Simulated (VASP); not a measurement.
# MnS (Fm-3m) in VASP: further runs

The runs below take MnS through single point, with PBE, PBEsol.

All numbers are computed with VASP 6.6.1; they aren't measurements. Logs are shortened: lines on timing, memory, paths and dates and some standing lists are left out, and cuts for length are marked.

### 1 The structure

Symmetry: Fm-3m, No. 225, cubic system. The conventional cell has a = 5.209 Å, b = 5.209 Å, c = 5.209 Å, α = 90.00°, β = 90.00°, γ = 90.00°. Mn (site symmetry m-3m) has 6 S at 2.60 Å as nearest neighbours. S (site symmetry m-3m) is surrounded by 6 Mn at 2.60 Å.

### 2 Single point, PBE, collinear spin, ferromagnetic start

The input, INCAR:

```
SYSTEM = MnS
PREC = Accurate ; ENCUT = 520
EDIFF = 1E-7 ; ISMEAR = -1
SIGMA = 0.05 ; LREAL = .False.
LASPH = .True. ; NELM = 100
ALGO = Normal ; ISIF = 2
LWAVE = .False. ; LCHARG = .False.
ISPIN = 2 ; MAGMOM = 4 0
LORBIT = 11 ; LMAXMIX = 4
GGA = PE ; NBANDS = 20
```

The input, KPOINTS:

```
regular mesh
0
Gamma
  9 9 9
  0 0 0
```

The input, POSCAR:

```
MnS
1.0
    0.0000000000      2.6045000000      2.6045000000
    2.6045000000      0.0000000000      2.6045000000
    2.6045000000      2.6045000000      0.0000000000
Mn S
1 1
Direct
    0.0000000000      0.0000000000      0.0000000000
    0.5000000000      0.5000000000      0.5000000000
```

Potentials or basis: VASP PAW PBE potentials, release 64 (Mn_pv, S).

Run with:

```bash
$ cat potpaw_PBE.64/Mn_pv/POTCAR potpaw_PBE.64/S/POTCAR > POTCAR
$ mpirun -np 1 vasp_std > vasp.out
```

OUTCAR:

```text
SYSTEM = MnS
   PREC = Accurate
   ENCUT = 520
   EDIFF = 1E-7
   ISMEAR = -1
   LREAL = .False.
   LASPH = .True.
   NELM = 100
   ISIF = 2
   ISPIN = 2
   LORBIT = 11
   GGA = PE

 ion  position               nearest neighbor table
   1  0.000  0.000  0.000-   2 2.60   2 2.60   2 2.60   2 2.60   2 2.60   2 2.60
   2  0.500  0.500  0.500-   1 2.60   1 2.60   1 2.60   1 2.60   1 2.60   1 2.60

  LATTYP: Found a face centered cubic cell.
 ALAT       =     5.2090000000

  Lattice vectors:

 A1 = (   0.0000000000,   2.6045000000,   2.6045000000)
 A2 = (   2.6045000000,   0.0000000000,   2.6045000000)
 A3 = (   2.6045000000,   2.6045000000,   0.0000000000)

Analysis of symmetry for initial positions (statically):
=====================================================================
 Subroutine PRICEL returns:
 Original cell was already a primitive cell.

 Routine SETGRP: Setting up the symmetry group for a
 face centered cubic supercell.

 Subroutine GETGRP returns: Found 48 space group operations
 (whereof 48 operations were pure point group operations)
 out of a pool of 48 trial point group operations.

The static configuration has the point symmetry O_h .

Analysis of symmetry for dynamics (positions and initial velocities):
=====================================================================
 Subroutine PRICEL returns:
 Original cell was already a primitive cell.

 Routine SETGRP: Setting up the symmetry group for a
 face centered cubic supercell.

 Subroutine GETGRP returns: Found 48 space group operations
 (whereof 48 operations were pure point group operations)
 out of a pool of 48 trial point group operations.

The dynamic configuration has the point symmetry O_h .

Analysis of structural, dynamic, and magnetic symmetry:
=====================================================================
 Subroutine PRICEL returns:
 Original cell was already a primitive cell.

 Routine SETGRP: Setting up the symmetry group for a
 face centered cubic supercell.

 Subroutine GETGRP returns: Found 48 space group operations
 (whereof 48 operations were pure point group operations)
 out of a pool of 48 trial point group operations.

The overall configuration has the point symmetry O_h .

 Subroutine INISYM returns: Found 48 space group operations
 (whereof 48 operations are pure point group operations),
 and found     1 'primitive' translations

----------------------------------------------------------------------------------------

                                     Primitive cell

  volume of cell :      35.3348

  direct lattice vectors                    reciprocal lattice vectors
     0.000000000  2.604500000  2.604500000    -0.191975427  0.191975427  0.191975427
     2.604500000  0.000000000  2.604500000     0.191975427 -0.191975427  0.191975427
     2.604500000  2.604500000  0.000000000     0.191975427  0.191975427 -0.191975427

  length of vectors
     3.683319223  3.683319223  3.683319223     0.332511194  0.332511194  0.332511194

  position of ions in fractional coordinates (direct lattice)
     0.000000000  0.000000000  0.000000000
     0.500000000  0.500000000  0.500000000

  ion indices of the primitive-cell ions
   primitive index   ion index
                 1           1
                 2           2

----------------------------------------------------------------------------------------

 KPOINTS: regular mesh

Automatic generation of k-mesh.
 Grid dimensions read from file:
 generate k-points for:    9    9    9

 Generating k-lattice:

  Cartesian coordinates                     Fractional coordinates (reciprocal lattice)
    -0.021330603  0.021330603  0.021330603     0.111111111  0.000000000  0.000000000
     0.021330603 -0.021330603  0.021330603     0.000000000  0.111111111  0.000000000
     0.021330603  0.021330603 -0.021330603     0.000000000  0.000000000  0.111111111

  Length of vectors
     0.036945688  0.036945688  0.036945688

  Shift w.r.t. Gamma in fractional coordinates (k-lattice)
     0.000000000  0.000000000  0.000000000

 Subroutine IBZKPT returns following result:
 ===========================================

 Found     35 irreducible k-points:

 Following reciprocal coordinates:
            Coordinates               Weight
  0.000000  0.000000  0.000000      1.000000
  0.111111  0.000000  0.000000      8.000000
  0.222222  0.000000  0.000000      8.000000
  0.333333  0.000000  0.000000      8.000000
  0.444444  0.000000  0.000000      8.000000
  0.111111  0.111111  0.000000      6.000000
[... 27 lines left out ...]
 -0.333333  0.444444  0.111111     24.000000
 -0.333333  0.444444  0.222222     24.000000
   k-points           NKPTS =     35   k-points in BZ     NKDIM =     35   number of bands    NBANDS=     20
   number of dos      NEDOS =    301   number of ions     NIONS =      2
   total plane-waves  NPLWV =  21952
   dimension x,y,z NGX =    28 NGY =   28 NGZ =   28
   dimension x,y,z NGXF=    56 NGYF=   56 NGZF=   56
   ions per type =               1   1
   NGX,Y,Z   is equivalent  to a cutoff of  12.64, 12.64, 12.64 a.u.
   NGXF,Y,Z  is equivalent  to a cutoff of  25.28, 25.28, 25.28 a.u.
 SYSTEM =  MnS
   PREC   = accura    normal or accurate (medium, high low for compatibility)
   ISTART =      0    job   : 0-new  1-cont  2-samecut
   ICHARG =      2    charge: 1-file 2-atom 10-const
   ISPIN  =      2    spin polarized calculation?
   LNONCOLLINEAR =      F non collinear calculations
   LSORBIT =      F    spin-orbit coupling
   LASPH  =      T    aspherical Exc in radial PAW
   ENCUT  =  520.0 eV  38.22 Ry    6.18 a.u.   6.85  6.85  6.85*2*pi/ulx,y,z
   NELM   =    100;   NELMIN=  2; NELMDL= -5     # of ELM steps
   EDIFF  = 0.1E-06   stopping-criterion for ELM
   LREAL  =      F    real-space projection
   EDIFFG = 0.1E-05   stopping-criterion for IOM
   NSW    =      0    number of steps for IOM
   IBRION =     -1    ionic relax: 0-MD 1-quasi-New 2-CG
   NFREE  =      0    steps in history (QN), initial steepest desc. (CG)
   ISIF   =      2    stress and relaxation
   ISYM   =      2    0-nonsym 1-usesym 2-fastsym
   POTIM  = 0.5000    time-step for ionic-motion
   TEBEG  =    0.0;   TEEND  =   0.0 temperature during run
   PSTRESS=    0.0 pullay stress
   NELECT =      19.0000    total number of electrons
   NUPDOWN=      -1.0000    fix difference up-down
   EMIN   =  10.00;   EMAX   =-10.00  energy-range for DOS
   EFERMI =   0.00;   METHOD = LEGACY
   ISMEAR =    -1;   SIGMA  =   0.05  broadening in eV -4-tet -1-fermi 0-gaus
   EFERMI_NEDOS =   21; number of points for ismear=-14 and -15
   IALGO  =     38    algorithm
   IMIX   =      4    mixing-type and parameters
     AMIX     =   0.40;   BMIX     =  1.00
     AMIX_MAG =   1.60;   BMIX_MAG =  1.00
  volume/ion in A,a.u.               =      17.67       119.23
  Fermi-wavevector in a.u.,A,eV,Ry     =   1.331246  2.515690 24.112464  1.772216
  Thomas-Fermi vector in A             =   2.460272
   LORBIT       =     11    0 simple, 1 ext, 2 COOP (PROOUT), +10 PAW based schemes
   GGA     = PE    functional components
   LHFCALC =     F    Hartree Fock is set to
   AEXX    =    0.0000 exact exchange contribution
   IVDW    =     0    specifies the selected vdW correction
   LEPSILON=     F    determine dielectric tensor
   LRPA    =     F    only Hartree local field effects (RPA)
 spin polarized calculation
  energy-cutoff  :      520.00
  volume of cell :       35.33
 maximum number of plane-waves:       963
   NGX = 13   NGY = 13   NGZ = 13

 number of electron      18.9999989 magnetization       4.7141644

 Free energy of the ion-electron system (eV)
  ---------------------------------------------------
  ext. energy  EPLUGINS =         0.00000000
  ---------------------------------------------------
  free energy    TOTEN  =       -14.06983702 eV

  energy without entropy =      -14.06326699  energy(sigma->0) =      -14.06655200

 E-fermi :   6.6331     XC(G=0): -10.6419

 val. band max:        6.6181683751   @ k =  -0.2222   0.1111   0.0000
 cond. band min:       6.6435695454   @ k =  -0.3333   0.2222   0.0000
 fundamental gap:      0.0254011703
 Fermi energy:         6.6330679369

 spin component 1

 k-point     1 :       0.0000    0.0000    0.0000
  band No.  band energies     occupation
      1     -44.0585      1.00000
      2     -44.0585      1.00000
      3     -44.0585      1.00000
      4      -7.9391      1.00000
      5       3.2572      1.00000
      6       3.2572      1.00000
[... 12 lines left out ...]
     19      18.4173      0.00000
     20      18.7976      0.00000
[... 760 lines left out ...]
 k-point    35 :      -0.3333    0.4444    0.2222
  band No.  band energies     occupation
      1     -44.0642      1.00000
      2     -44.0632      1.00000
      3     -44.0614      1.00000
      4      -6.3920      1.00000
      5       0.9829      1.00000
      6       1.5044      1.00000
[... 12 lines left out ...]
     19      21.5533      0.00000
     20      22.9637      0.00000
 Fermi energy:         6.6330679369

 spin component 2

 k-point     1 :       0.0000    0.0000    0.0000
  band No.  band energies     occupation
      1     -39.5264      1.00000
      2     -39.5264      1.00000
      3     -39.5264      1.00000
      4      -7.6446      1.00000
      5       4.9830      1.00000
      6       4.9830      1.00000
[... 12 lines left out ...]
     19      19.4535      0.00000
     20      20.5097      0.00000
[... 760 lines left out ...]
 k-point    35 :      -0.3333    0.4444    0.2222
  band No.  band energies     occupation
      1     -39.5341      1.00000
      2     -39.5328      1.00000
      3     -39.5304      1.00000
      4      -6.1496      1.00000
      5       1.5807      1.00000
      6       2.1187      1.00000
[... 12 lines left out ...]
     19      22.1143      0.00000
     20      23.6027      0.00000

------------------------ aborting loop because EDIFF is reached ----------------------------------------

  FORCE on cell =-STRESS in cart. coord.  units (eV):
  Direction    XX          YY          ZZ          XY          YZ          ZX
  --------------------------------------------------------------------------------------
  -------------------------------------------------------------------------------------
  Total       -0.6389019     -0.6389019     -0.6389019      0.0000000     -0.0000000      0.0000000
  in kB      -28.9695445    -28.9695445    -28.9695445      0.0000000     -0.0000000      0.0000000
  external PRESSURE =     -28.9695445 kB  Pullay stress =       0.0000000 kB

 VOLUME and BASIS-vectors are now :
 -----------------------------------------------------------------------------
  energy-cutoff  :      520.00
  volume of cell :       35.33
      direct lattice vectors                 reciprocal lattice vectors
     0.000000000  2.604500000  2.604500000    -0.191975427  0.191975427  0.191975427
     2.604500000  0.000000000  2.604500000     0.191975427 -0.191975427  0.191975427
     2.604500000  2.604500000  0.000000000     0.191975427  0.191975427 -0.191975427

 POSITION                                       TOTAL-FORCE (eV/Angst)
 -----------------------------------------------------------------------------------
      0.00000      0.00000      0.00000         0.000000     -0.000000      0.000000
      2.60450      2.60450      2.60450        -0.000000      0.000000     -0.000000
 -----------------------------------------------------------------------------------
    total drift:                               -0.000000      0.000000      0.000000

  FREE ENERGIE OF THE ION-ELECTRON SYSTEM (eV)
  ---------------------------------------------------
  free  energy   TOTEN  =       -14.0698370212 eV

  energy  without entropy=      -14.0632669857  energy(sigma->0) =      -14.06655200

 total charge

# of ion       s       p       d       tot
------------------------------------------
    1        0.215   6.162   4.928  11.305
    2        1.327   2.400   0.000   3.728
--------------------------------------------------
tot          1.542   8.563   4.928  15.033

 magnetization (x)

# of ion       s       p       d       tot
------------------------------------------
    1        0.052   0.039   4.168   4.259
    2        0.027   0.079   0.000   0.106
--------------------------------------------------
tot          0.078   0.118   4.168   4.365
```

Run time: 35 s. Hardware: 1 thread of Intel Xeon Platinum 8488C (Sapphire Rapids), shared host; peak memory 0.18 GiB.

Results:

| Property | Result |
| --- | --- |
| Free energy | -14.0698 eV |
| Pressure | -2.9 GPa |
| Band gap on the k mesh | none (metal or under the smearing width) |
| Net moment | 4.71 μB per cell |
| Site moments | Mn +4.26; S +0.11 μB |
| Valence electrons inside the program's atomic spheres | Mn 11.30; S 3.73 |

Caveat: a cell with one magnetic atom can't hold antiferromagnetic order, which such compounds often take; semilocal functionals often make such compounds metallic where correlation or magnetic order opens a gap, which also shifts bond lengths. With open d or f shells a metallic result of PBE can be an artefact of self-interaction; +U or a hybrid may open a gap.

### 3 Single point, PBE, collinear spin, ferromagnetic start (atoms moved at random, drawn with an rms of 0.05 Å)

The input, INCAR:

```
SYSTEM = MnS
PREC     = Accurate       ! precision mode
ENCUT    = 520            ! plane-wave cutoff, eV
EDIFF    = 1E-7           ! SCF threshold, eV
ISMEAR   = -1             ! smearing method
SIGMA    = 0.05           ! smearing width, eV
LREAL    = .False.        ! projectors in reciprocal space
LASPH    = .True.         ! aspherical terms in the spheres
NELM     = 150            ! most SCF steps
ALGO     = Normal         ! electronic algorithm
ISIF     = 2              ! what is computed and relaxed
LWAVE    = .False.        ! write WAVECAR
LCHARG   = .True.         ! write CHGCAR
ISPIN    = 2              ! spin polarisation
MAGMOM   = 4 0            ! initial moments
LORBIT   = 11             ! projections on sites
LMAXMIX  = 4              ! l up to which the mixer works
GGA      = PE             ! functional
LELF     = .True.         ! ELF
LVHAR    = .True.       
NBANDS   = 20             ! bands
```

KPOINTS is that of step 2.

The input, POSCAR:

```
MnS
1.0
    0.0000000000      2.6045000000      2.6045000000
    2.6045000000      0.0000000000      2.6045000000
    2.6045000000      2.6045000000      0.0000000000
Mn S
1 1
Direct
    0.0036870000      0.0020330000     -0.0113660000
    0.5063840000      0.5112610000      0.4877610000
```

Potentials or basis: VASP PAW PBE potentials, release 64 (Mn_pv, S).

Run with:

```bash
$ cat potpaw_PBE.64/Mn_pv/POTCAR potpaw_PBE.64/S/POTCAR > POTCAR
$ mpirun -np 1 vasp_std > vasp.out
```

OUTCAR:

```text
SYSTEM = MnS
   PREC = Accurate
   ENCUT = 520
   EDIFF = 1E-7
   ISMEAR = -1
   LREAL = .False.
   LASPH = .True.
   NELM = 150
   ISIF = 2
   ISPIN = 2
   LORBIT = 11
   GGA = PE

 ion  position               nearest neighbor table
   1  0.004  0.002  0.989-   2 2.57   2 2.58   2 2.60   2 2.61   2 2.63   2 2.64
   2  0.506  0.511  0.488-   1 2.57   1 2.58   1 2.60   1 2.61   1 2.63   1 2.64

  LATTYP: Found a face centered cubic cell.
 ALAT       =     5.2090000000

  Lattice vectors:

 A1 = (   0.0000000000,   2.6045000000,   2.6045000000)
 A2 = (   2.6045000000,   0.0000000000,   2.6045000000)
 A3 = (   2.6045000000,   2.6045000000,   0.0000000000)
[... 2079 lines left out ...]

 VOLUME and BASIS-vectors are now :
 -----------------------------------------------------------------------------
  energy-cutoff  :      520.00
  volume of cell :       35.33
      direct lattice vectors                 reciprocal lattice vectors
     0.000000000  2.604500000  2.604500000    -0.191975427  0.191975427  0.191975427
     2.604500000  0.000000000  2.604500000     0.191975427 -0.191975427  0.191975427
     2.604500000  2.604500000  0.000000000     0.191975427  0.191975427 -0.191975427

 POSITION                                       TOTAL-FORCE (eV/Angst)
 -----------------------------------------------------------------------------------
      2.58019      2.58450      0.01490         0.053835      0.011671      0.077475
      2.60195      2.58925      2.65046        -0.053835     -0.011671     -0.077475
 -----------------------------------------------------------------------------------
    total drift:                               -0.000144     -0.000034      0.000343

  FREE ENERGIE OF THE ION-ELECTRON SYSTEM (eV)
  ---------------------------------------------------
  free  energy   TOTEN  =       -14.0680494665 eV

  energy  without entropy=      -14.0614561188  energy(sigma->0) =      -14.06475279

 total charge

# of ion       s       p       d       tot
------------------------------------------
    1        0.215   6.163   4.929  11.306
    2        1.327   2.401   0.000   3.728
--------------------------------------------------
tot          1.542   8.563   4.929  15.034

 magnetization (x)

# of ion       s       p       d       tot
------------------------------------------
    1        0.052   0.039   4.168   4.258
    2        0.027   0.079   0.000   0.106
--------------------------------------------------
tot          0.078   0.118   4.168   4.365
```

stdout:

```text
POSCAR found type information on POSCAR MnS
 POSCAR found :  2 types and       2 ions
 scaLAPACK will be used
 LDA part: xc-table for (Slater+PW92), standard interpolation
 POSCAR, INCAR and KPOINTS ok, starting setup
 FFT: planning ... GRIDC
 FFT: planning ... GRID_SOFT
 FFT: planning ... GRID
 WAVECAR not read
 entering main loop
```

It took 5.6 min on 1 thread of Intel Xeon Platinum 8488C (Sapphire Rapids), shared host; peak memory 0.46 GiB.

Results:

* Free energy: -14.0680 eV
* Pressure: -2.8 GPa
* Largest force: 0.095 eV/Å
* Band gap on the k mesh: none (metal or under the smearing width)
* Net moment: 4.71 μB per cell
* Site moments: Mn +4.26; S +0.11 μB
* Valence electrons inside the program's atomic spheres: Mn 11.31; S 3.73

Forces in eV/Å, atoms in the order of the input:
```
Mn   0.054  0.012  0.077
S   -0.054 -0.012 -0.077
```

Levels at points of the mesh, in eV from the Fermi level:
Spin up:
```
           k point  band 9  band 10  band 11  band 12  band 13  band 14  band 15  band 16
(0.00, 0.00, 0.00)   -3.28    -1.86    -1.85    -1.85     1.72     8.59     8.60     8.60
```
Spin down:
| k point | band 3 | band 4 | band 5 | band 6 | band 7 | band 8 | band 9 | band 10 | band 11 | band 12 |
| --- | --- | --- | --- | --- | --- | --- | --- | --- | --- | --- |
| (0.00, 0.00, 0.00) | -46.16 | -14.28 | -1.66 | -1.66 | -1.66 | 0.32 | 0.33 | 0.33 | 0.37 | 0.38 |

Caveat: a cell with one magnetic atom can't hold antiferromagnetic order, which such compounds often take; semilocal functionals often make such compounds metallic where correlation or magnetic order opens a gap, which also shifts bond lengths.

(Part 1 of 3 ends here.)
